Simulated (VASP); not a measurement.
# ZnCu2SnSe4 (I-4) in VASP: band structure with PBE

Aim: the band structure of ZnCu2SnSe4 with PBE.

Everything below comes from runs of VASP 6.6.1. Logs are shortened: lines on timing, memory, paths and dates and some standing lists are left out, and cuts for length are marked.

## 1. Starting point

It takes space group I-4 (No. 82, tetragonal). Conventional cell: a = 5.771 Å, b = 5.771 Å, c = 11.480 Å, α = 90.00°, β = 90.00°, γ = 90.00°. Zn (site symmetry -4) has 4 Se at 2.49 Å as nearest neighbours. Around Cu (site symmetry -4) lie 4 Se at 2.44 Å. Cu (site symmetry -4) has 4 Se at 2.44 Å as nearest neighbours. Around Sn (site symmetry -4) lie 4 Se at 2.62 Å. Around Se (site symmetry 1) lie 2 Cu at 2.44 Å and 1 Zn at 2.49 Å and 1 Sn at 2.62 Å.

The cell comes from a database or a generator and needn't be the stable form of this composition.

## 2. Band structure, PBE

Contents of POSCAR:

```
ZnCu2SnSe4
1.0
   -2.8856370000      2.8856370000      5.7398310000
    2.8856370000     -2.8856370000      5.7398310000
    2.8856370000      2.8856370000     -5.7398310000
Zn Cu Sn Se
1 2 1 4
Direct
    0.7500000000      0.2500000000      0.5000000000
    0.2500000000      0.7500000000      0.5000000000
    0.0000000000      0.0000000000      0.0000000000
    0.5000000000      0.5000000000      0.0000000000
    0.6297540000      0.6365340000      0.5262470000
    0.1102870000      0.1035070000      0.4737530000
    0.8964930000      0.3702460000      0.0067800000
    0.3634660000      0.8897130000      0.9932200000
```

Contents of INCAR.step1:

```
ALGO = Normal ; EDIFF = 1E-6
ENCUT = 520 ; GGA = PE
ISIF = 2 ; ISMEAR = 0
LASPH = True ; LCHARG = True
LMAXMIX = 4 ; LREAL = False
LWAVE = False ; NELM = 100
PREC = Accurate ; SIGMA = 0.02
```

Contents of KPOINTS.step1:

```
k-points
0
Gamma
  8 8 8
```

Contents of INCAR.step2:

```
ALGO = Normal ; EDIFF = 1E-6
ENCUT = 520 ; GGA = PE
ICHARG = 11 ; ISIF = 2
ISMEAR = 0 ; LASPH = True
LCHARG = False ; LMAXMIX = 4
LREAL = False ; LWAVE = False
NELM = 100 ; PREC = Accurate
SIGMA = 0.05
```

Contents of KPOINTS.step2:

```
path GXYSGZS1NPY1Z,XP
10
line-mode
reciprocal
 0.0000000000  0.0000000000  0.0000000000  G
 0.0000000000  0.0000000000  0.5000000000  X

 0.0000000000  0.0000000000  0.5000000000  X
-0.1263732601  0.1263732601  0.5000000000  Y

-0.1263732601  0.1263732601  0.5000000000  Y
-0.3131866300  0.3131866300  0.3131866300  S

-0.3131866300  0.3131866300  0.3131866300  S
 0.0000000000  0.0000000000  0.0000000000  G

 0.0000000000  0.0000000000  0.0000000000  G
 0.5000000000  0.5000000000 -0.5000000000  Z

 0.5000000000  0.5000000000 -0.5000000000  Z
 0.3131866300  0.6868133700 -0.3131866300  S1

 0.3131866300  0.6868133700 -0.3131866300  S1
 0.0000000000  0.5000000000  0.0000000000  N

 0.0000000000  0.5000000000  0.0000000000  N
 0.2500000000  0.2500000000  0.2500000000  P

 0.2500000000  0.2500000000  0.2500000000  P
 0.5000000000  0.5000000000 -0.1263732601  Y1

 0.5000000000  0.5000000000 -0.1263732601  Y1
 0.5000000000  0.5000000000 -0.5000000000  Z

 0.0000000000  0.0000000000  0.5000000000  X
 0.2500000000  0.2500000000  0.2500000000  P
```

Potentials or basis: VASP PAW PBE potentials, release 64 (Zn, Cu, Sn_d, Se).

Started as:

```console
$ cat potpaw_PBE.64/Zn/POTCAR potpaw_PBE.64/Cu/POTCAR potpaw_PBE.64/Sn_d/POTCAR potpaw_PBE.64/Se/POTCAR > POTCAR
$ cp INCAR.step1 INCAR
$ cp KPOINTS.step1 KPOINTS
$ mpirun -np 1 vasp_std > vasp.out
$ cp INCAR.step2 INCAR
$ cp KPOINTS.step2 KPOINTS
$ mpirun -np 1 vasp_std > vasp.out
```

OUTCAR:

```text
EDIFF = 1E-6
   ENCUT = 520
   GGA = PE
   ICHARG = 11
   ISIF = 2
   ISMEAR = 0
   LASPH = True
   LREAL = False
   NELM = 100
   PREC = Accurate

 ion  position               nearest neighbor table
   1  0.750  0.250  0.500-   7 2.49   5 2.49   6 2.49   8 2.49
   2  0.250  0.750  0.500-   5 2.44   6 2.44   8 2.44   7 2.44
   3  0.000  0.000  0.000-   5 2.44   6 2.44   7 2.44   8 2.44
   4  0.500  0.500  0.000-   5 2.62   8 2.62   7 2.62   6 2.62
   5  0.630  0.637  0.526-   2 2.44   3 2.44   1 2.49   4 2.62
   6  0.110  0.104  0.474-   2 2.44   3 2.44   1 2.49   4 2.62
   7  0.896  0.370  0.007-   2 2.44   3 2.44   1 2.49   4 2.62
   8  0.363  0.890  0.993-   2 2.44   3 2.44   1 2.49   4 2.62

  LATTYP: Found a body centered tetragonal cell.
 ALAT       =     5.7712740000
 C/A-ratio  =     1.9891036191

  Lattice vectors:

 A1 = (  -2.8856370000,   2.8856370000,   5.7398310000)
 A2 = (   2.8856370000,  -2.8856370000,   5.7398310000)
 A3 = (   2.8856370000,   2.8856370000,  -5.7398310000)

Analysis of symmetry for initial positions (statically):
=====================================================================
 Subroutine PRICEL returns:
 Original cell was already a primitive cell.

 Routine SETGRP: Setting up the symmetry group for a
 body centered tetragonal supercell.

 Subroutine GETGRP returns: Found  4 space group operations
 (whereof  4 operations were pure point group operations)
 out of a pool of 16 trial point group operations.

The static configuration has the point symmetry S_4 .

Analysis of symmetry for dynamics (positions and initial velocities):
=====================================================================
 Subroutine PRICEL returns:
 Original cell was already a primitive cell.

 Routine SETGRP: Setting up the symmetry group for a
 body centered tetragonal supercell.

 Subroutine GETGRP returns: Found  4 space group operations
 (whereof  4 operations were pure point group operations)
 out of a pool of 16 trial point group operations.

The dynamic configuration has the point symmetry S_4 .

 Subroutine INISYM returns: Found  4 space group operations
 (whereof  4 operations are pure point group operations),
 and found     1 'primitive' translations

----------------------------------------------------------------------------------------

                                     Primitive cell

  volume of cell :     191.1800

  direct lattice vectors                    reciprocal lattice vectors
    -2.885637000  2.885637000  5.739831000     0.000000000  0.173271967  0.087110579
     2.885637000 -2.885637000  5.739831000     0.173271967  0.000000000  0.087110579
     2.885637000  2.885637000 -5.739831000     0.173271967  0.173271967  0.000000000

  length of vectors
     7.042688528  7.042688528  7.042688528     0.193936659  0.193936659  0.245043566

  position of ions in fractional coordinates (direct lattice)
     0.750000000  0.250000000  0.500000000
     0.250000000  0.750000000  0.500000000
     0.000000000  0.000000000  0.000000000
     0.500000000  0.500000000  0.000000000
     0.629754000  0.636534000  0.526247000
     0.110287000  0.103507000  0.473753000
     0.896493000  0.370246000  0.006780000
     0.363466000  0.889713000  0.993220000

  ion indices of the primitive-cell ions
   primitive index   ion index
                 1           1
                 2           2
                 3           3
                 4           4
                 5           5
                 6           6
                 7           7
                 8           8

----------------------------------------------------------------------------------------

 KPOINTS: path GXYSGZS1NPY1Z,XP

Interpolating k-points between supplied coordinates.

 Line segments in fractional coordinates (reciprocal lattice):
    0.000000  0.000000  0.000000  ...  0.000000  0.000000  0.500000
    0.000000  0.000000  0.500000  ... -0.126373  0.126373  0.500000
   -0.126373  0.126373  0.500000  ... -0.313187  0.313187  0.313187
   -0.313187  0.313187  0.313187  ...  0.000000  0.000000  0.000000
    0.000000  0.000000  0.000000  ...  0.500000  0.500000 -0.500000
    0.500000  0.500000 -0.500000  ...  0.313187  0.686813 -0.313187
    0.313187  0.686813 -0.313187  ...  0.000000  0.500000  0.000000
    0.000000  0.500000  0.000000  ...  0.250000  0.250000  0.250000
    0.250000  0.250000  0.250000  ...  0.500000  0.500000 -0.126373
    0.500000  0.500000 -0.126373  ...  0.500000  0.500000 -0.500000
    0.000000  0.000000  0.500000  ...  0.250000  0.250000  0.250000

 Generated    10 points on each line segment, for a total of    110 k-points:

 Following reciprocal coordinates:
            Coordinates               Weight
  0.000000  0.000000  0.000000      0.009091
  0.000000  0.000000  0.055556      0.009091
  0.000000  0.000000  0.111111      0.009091
  0.000000  0.000000  0.166667      0.009091
  0.000000  0.000000  0.222222      0.009091
  0.000000  0.000000  0.277778      0.009091
[... 16 lines left out ...]
 -0.167887  0.167887  0.458486      0.009091
 -0.188644  0.188644  0.437729      0.009091
 [... further k-points ...]
   k-points           NKPTS =    110   k-points in BZ     NKDIM =    110   number of bands    NBANDS=     43
   number of dos      NEDOS =    301   number of ions     NIONS =      8
   total plane-waves  NPLWV = 157464
   dimension x,y,z NGX =    54 NGY =   54 NGZ =   54
   dimension x,y,z NGXF=   108 NGYF=  108 NGZF=  108
   ions per type =               1   2   1   4
   NGX,Y,Z   is equivalent  to a cutoff of  12.75, 12.75, 12.75 a.u.
   NGXF,Y,Z  is equivalent  to a cutoff of  25.49, 25.49, 25.49 a.u.
 SYSTEM =  unknown system
   PREC   = accura    normal or accurate (medium, high low for compatibility)
   ISTART =      0    job   : 0-new  1-cont  2-samecut
   ICHARG =     11    charge: 1-file 2-atom 10-const
   ISPIN  =      1    spin polarized calculation?
   LNONCOLLINEAR =      F non collinear calculations
   LSORBIT =      F    spin-orbit coupling
   LASPH  =      T    aspherical Exc in radial PAW
   ENCUT  =  520.0 eV  38.22 Ry    6.18 a.u.  13.09 13.09 13.09*2*pi/ulx,y,z
   NELM   =    100;   NELMIN=  2; NELMDL=  0     # of ELM steps
   EDIFF  = 0.1E-05   stopping-criterion for ELM
   LREAL  =      F    real-space projection
   EDIFFG = 0.1E-04   stopping-criterion for IOM
   NSW    =      0    number of steps for IOM
   IBRION =     -1    ionic relax: 0-MD 1-quasi-New 2-CG
   NFREE  =      0    steps in history (QN), initial steepest desc. (CG)
   ISIF   =      2    stress and relaxation
   ISYM   =      2    0-nonsym 1-usesym 2-fastsym
   POTIM  = 0.5000    time-step for ionic-motion
   TEBEG  =    0.0;   TEEND  =   0.0 temperature during run
   PSTRESS=    0.0 pullay stress
   NELECT =      72.0000    total number of electrons
   NUPDOWN=      -1.0000    fix difference up-down
   EMIN   =  10.00;   EMAX   =-10.00  energy-range for DOS
   EFERMI =   0.00;   METHOD = LEGACY
   ISMEAR =     0;   SIGMA  =   0.05  broadening in eV -4-tet -1-fermi 0-gaus
   EFERMI_NEDOS =   21; number of points for ismear=-14 and -15
   IALGO  =     38    algorithm
   IMIX   =      4    mixing-type and parameters
     AMIX     =   0.40;   BMIX     =  1.00
     AMIX_MAG =   1.60;   BMIX_MAG =  1.00
  volume/ion in A,a.u.               =      23.90       161.27
  Fermi-wavevector in a.u.,A,eV,Ry     =   1.182238  2.234105 19.016675  1.397686
  Thomas-Fermi vector in A             =   2.318496
   LORBIT       =      0    0 simple, 1 ext, 2 COOP (PROOUT), +10 PAW based schemes
   GGA     = PE    functional components
   LHFCALC =     F    Hartree Fock is set to
   AEXX    =    0.0000 exact exchange contribution
   IVDW    =     0    specifies the selected vdW correction
   LEPSILON=     F    determine dielectric tensor
   LRPA    =     F    only Hartree local field effects (RPA)
 non-spin polarized calculation
 Gauss-broadening in eV      SIGMA  =   0.05
  energy-cutoff  :      520.00
  volume of cell :      191.18
 maximum number of plane-waves:      5186
 NGX is ok and might be reduce to    54

 number of electron      71.9999970 magnetization

 Free energy of the ion-electron system (eV)
  ---------------------------------------------------
  ext. energy  EPLUGINS =         0.00000000
  ---------------------------------------------------
  free energy    TOTEN  =       -28.95632715 eV

  energy without entropy =      -28.95419397  energy(sigma->0) =      -28.95526056

 E-fermi :   3.6177     XC(G=0):  -9.3015

 val. band max:        3.5919823295   @ k =  -0.0348   0.0348   0.0348
 cond. band min:       3.6238612331   @ k =   0.0000   0.0000   0.0000
 fundamental gap:      0.0318789035
 Fermi energy:         3.6177306094

 k-point     1 :       0.0000    0.0000    0.0000
  band No.  band energies     occupation
      1     -18.5694      2.00000
      2     -18.5669      2.00000
      3     -18.5669      2.00000
      4     -18.5189      2.00000
      5     -18.5166      2.00000
      6     -10.5195      2.00000
[... 35 lines left out ...]
     42       8.0427      0.00000
     43       8.3197      0.00000

 k-point     2 :       0.0000    0.0000    0.0556
  band No.  band energies     occupation
      1     -18.5695      2.00000
      2     -18.5669      2.00000
      3     -18.5669      2.00000
      4     -18.5189      2.00000
      5     -18.5166      2.00000
      6     -10.5059      2.00000
[... 35 lines left out ...]
     42       8.1072      0.00000
     43       8.1875      0.00000

 k-point     3 :       0.0000    0.0000    0.1111
  band No.  band energies     occupation
      1     -18.5695      2.00000
      2     -18.5670      2.00000
      3     -18.5670      2.00000
      4     -18.5189      2.00000
      5     -18.5165      2.00000
      6     -10.4657      2.00000
[... 35 lines left out ...]
     42       8.0391      0.00000
     43       8.4761      0.00000

 k-point     4 :       0.0000    0.0000    0.1667
  band No.  band energies     occupation
      1     -18.5696      2.00000
      2     -18.5670      2.00000
      3     -18.5670      2.00000
      4     -18.5188      2.00000
      5     -18.5165      2.00000
      6     -10.4010      2.00000
[... 863 lines left out ...]
     42       7.9781      0.00000
     43       8.2214      0.00000

 k-point    23 :      -0.1679    0.1679    0.4585
  band No.  band energies     occupation
      1     -18.5698      2.00000
      2     -18.5671      2.00000
      3     -18.5670      2.00000
      4     -18.5186      2.00000
      5     -18.5164      2.00000
      6      -9.9054      2.00000
[... 35 lines left out ...]
     42       7.9968      0.00000
     43       8.2200      0.00000

 k-point    24 :      -0.1886    0.1886    0.4377
  band No.  band energies     occupation
      1     -18.5698      2.00000
      2     -18.5671      2.00000
      3     -18.5670      2.00000
      4     -18.5186      2.00000
      5     -18.5164      2.00000
      6      -9.9156      2.00000
[... 35 lines left out ...]
     42       7.9678      0.00000
     43       8.2432      0.00000

 [... further k-points ...]

------------------------ aborting loop because EDIFF is reached ----------------------------------------

  FORCE on cell =-STRESS in cart. coord.  units (eV):
  Direction    XX          YY          ZZ          XY          YZ          ZX
  --------------------------------------------------------------------------------------
  -------------------------------------------------------------------------------------
  Total       -2.6861099     -2.6861099     -2.1573021     -0.0000001      0.0000000      0.0000000
  in kB      -22.5108484    -22.5108484    -18.0791937     -0.0000008      0.0000000      0.0000000
  external PRESSURE =     -21.0336302 kB  Pullay stress =       0.0000000 kB

 VOLUME and BASIS-vectors are now :
 -----------------------------------------------------------------------------
  energy-cutoff  :      520.00
  volume of cell :      191.18
      direct lattice vectors                 reciprocal lattice vectors
    -2.885637000  2.885637000  5.739831000     0.000000000  0.173271967  0.087110579
     2.885637000 -2.885637000  5.739831000     0.173271967  0.000000000  0.087110579
     2.885637000  2.885637000 -5.739831000     0.173271967  0.173271967  0.000000000

 POSITION                                       TOTAL-FORCE (eV/Angst)
 -----------------------------------------------------------------------------------
     -0.00000      2.88564      2.86992        -0.000000      0.000000      0.000000
      2.88564     -0.00000      2.86992         0.000000     -0.000000      0.000000
      0.00000      0.00000      0.00000        -0.000000      0.000000      0.000000
      0.00000      0.00000      5.73983         0.000000     -0.000000      0.000000
      1.53812      1.49899      4.24771         0.048563     -0.040514     -0.077212
      1.34751      1.38664     -1.49212        -0.048563      0.040514     -0.077212
     -1.49899      1.53812      7.23195         0.040514      0.048563      0.077212
      4.38463      1.34751      1.49212        -0.040514     -0.048563      0.077212
 -----------------------------------------------------------------------------------
    total drift:                                0.000012      0.000012      0.000013

  FREE ENERGIE OF THE ION-ELECTRON SYSTEM (eV)
  ---------------------------------------------------
  free  energy   TOTEN  =       -28.9563271462 eV

  energy  without entropy=      -28.9541939715  energy(sigma->0) =      -28.95526056
```

It took 34 min on 1 thread of Intel Xeon 6975P-C (Granite Rapids), shared host; peak memory 1 GiB.

What came out:

```yaml
Band_gap_on_the_k_mesh: 0.05 eV, direct
Band_gap_along_the_path: 0.03 eV, indirect (least direct gap 0.05 eV)
```

Levels at the corners of the path, in eV from the valence-band top:
```tsv
point	band 32	band 33	band 34	band 35	band 36	band 37	band 38	band 39	band 40	band 41
Γ	-1.59	-1.46	-0.26	-0.02	-0.02	0.03	1.78	2.29	3.41	3.41
X	-1.20	-0.83	-0.71	-0.51	-0.36	0.18	1.81	2.60	3.68	3.79
X	-1.20	-0.83	-0.71	-0.51	-0.36	0.18	1.81	2.60	3.68	3.79
Y	-1.26	-0.84	-0.77	-0.67	-0.57	0.46	2.03	3.03	3.50	3.74
Y	-1.26	-0.84	-0.77	-0.67	-0.57	0.46	2.03	3.03	3.50	3.74
S	-1.48	-1.33	-1.08	-0.68	-0.56	1.14	2.24	2.72	3.48	3.67
S	-1.48	-1.33	-1.08	-0.68	-0.56	1.14	2.24	2.72	3.48	3.67
Γ	-1.59	-1.46	-0.26	-0.02	-0.02	0.03	1.78	2.29	3.41	3.41
Γ	-1.59	-1.46	-0.26	-0.02	-0.02	0.03	1.78	2.29	3.41	3.41
Z	-1.24	-1.08	-1.08	-0.85	-0.85	0.89	1.84	1.84	2.06	2.85
Z	-1.24	-1.08	-1.08	-0.85	-0.85	0.89	1.84	1.84	2.06	2.85
S1	-1.48	-1.33	-1.08	-0.68	-0.56	1.14	2.24	2.72	3.48	3.67
S1	-1.48	-1.33	-1.08	-0.68	-0.56	1.14	2.24	2.72	3.48	3.67
N	-1.36	-1.18	-1.11	-1.03	-0.52	1.29	2.79	2.90	3.80	3.87
N	-1.36	-1.18	-1.11	-1.03	-0.52	1.29	2.79	2.90	3.80	3.87
P	-1.30	-0.77	-0.75	-0.62	-0.61	0.51	2.35	2.50	3.05	4.12
P	-1.30	-0.77	-0.75	-0.62	-0.61	0.51	2.35	2.50	3.05	4.12
Y1	-1.26	-0.84	-0.77	-0.67	-0.57	0.46	2.03	3.03	3.50	3.74
Y1	-1.26	-0.84	-0.77	-0.67	-0.57	0.46	2.03	3.03	3.50	3.74
Z	-1.24	-1.08	-1.08	-0.85	-0.85	0.89	1.84	1.84	2.06	2.85
X	-1.20	-0.83	-0.71	-0.51	-0.36	0.18	1.81	2.60	3.68	3.79
P	-1.30	-0.77	-0.75	-0.62	-0.61	0.51	2.35	2.50	3.05	4.12
```

Caveat: the log is that of the step along the path at fixed density, whose energy, stress, charges and moments have no meaning; spin-orbit coupling is left out, which moves the levels of the heavy elements.
